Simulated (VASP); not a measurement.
Set up this calculation in VASP 6.6.1, as the native input.

```
Task                   : electrostatic potential
Functional             : PBE
Dispersion             : D3(BJ)
Potentials or basis    : VASP PAW PBE potentials, release 64 (V_sv, N)
Cutoff                 : 520 eV
k mesh                 : 18 × 18 × 18
Occupations            : methfessel-paxton, width 0.1 eV
Spin                   : no spin polarisation
Further INCAR settings : ALGO = Fast; EDIFF = 1e-06
```

The structure of VN lies in POSCAR:

```
VN                                      
1.0
    0.0000000000      2.0405168483      2.0405168483
    2.0405168483      0.0000000000      2.0405168483
    2.0405168483      2.0405168483      0.0000000000
  V               N             
     1     1
Direct
     0.0000000000000000    0.0000000000000000    0.0000000000000000
     0.5000000000000000    0.5000000000000000    0.5000000000000000
```

The cell was built by a generator and needn't be a form met in nature.

The input as run:

INCAR

```
SYSTEM = VN
ALGO     = Fast           ! electronic algorithm
EDIFF    = 1E-6           ! SCF threshold, eV
ENCUT    = 520            ! plane-wave cutoff, eV
GGA      = PE             ! functional
ISIF     = 2              ! what is computed and relaxed
ISMEAR   = 1              ! smearing method
IVDW     = 12             ! dispersion correction
LASPH    = .TRUE.         ! aspherical terms in the spheres
LCHARG   = .TRUE.         ! write CHGCAR
LREAL    = .FALSE.        ! projectors in reciprocal space
LVHAR    = .TRUE.       
LWAVE    = .FALSE.        ! write WAVECAR
NELM     = 150            ! most SCF steps
PREC     = Accurate       ! precision mode
SIGMA    = 0.1            ! smearing width, eV
```

KPOINTS

```
k-points
0
G
  18 18 18
  0 0 0
```

Potentials or basis: VASP PAW PBE potentials, release 64 (V_sv, N).

Launch:

```sh
$ cat potpaw_PBE.64/V_sv/POTCAR potpaw_PBE.64/N/POTCAR > POTCAR
$ mpirun -np 1 vasp_std > vasp.out
```

Results of the run:

```json
{"Pressure": "0.3 GPa", "Dispersion energy per atom": "-0.473 eV"}
```

Caveat: the run has no spin polarisation, though such a crystal can be magnetic.

Wall time 22 s on 1 thread of Intel(R) Xeon(R) Platinum 8488C (Sapphire Rapids), on a shared host, peak memory 0.18 GiB.
